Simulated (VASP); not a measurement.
Input of a VASP 6.6.1 run:

Contents of INCAR:

```
ALGO = Normal
EDIFF = 1E-7
EDIFFG = -0.005
ENCUT = 600
IBRION = 2
ISIF = 3
ISMEAR = 0
LASPH = T
LCHARG = F
LMIXTAU = T
LREAL = F
LWAVE = F
METAGGA = R2SCAN
NELM = 80
NSW = 90
PREC = Accurate
SIGMA = 0.1
```

KPOINTS

```
k-points
0
Gamma
  20 20 20
```

POSCAR

```
Rh
1.0
   -1.5110298100      1.5110298100      1.5110298100
    1.5110298100     -1.5110298100      1.5110298100
    1.5110298100      1.5110298100     -1.5110298100
Rh
1
Direct
    0.0000000000      0.0000000000      0.0000000000
```

Potentials or basis: VASP PAW PBE potentials, release 64 (Rh_pv).

Launch:

```sh
$ cat potpaw_PBE.64/Rh_pv/POTCAR > POTCAR
$ mpirun -np 1 vasp_std > vasp.out
```

Predict the relaxed volume.

14.16 Å³/atom.

Estimate the space group after relaxing (to 0.05 Å).

Im-3m (No. 229).

Predict the relaxed cell.

a = 2.640 Å, b = 2.640 Å, c = 2.640 Å, α = 109.47°, β = 109.47°, γ = 109.47°.

What does it give for the band gap on the k mesh?

None (metal or under the smearing width).

Final structure:
```
Rh
1.0
    -1.52396    1.52396    1.52396
     1.52396   -1.52396    1.52396
     1.52396    1.52396   -1.52396
Rh
1
Direct
  0.00000 0.00000 0.00000
```

Caveat: the PAW data sets were made with another functional, which shifts forces and pressure a little.
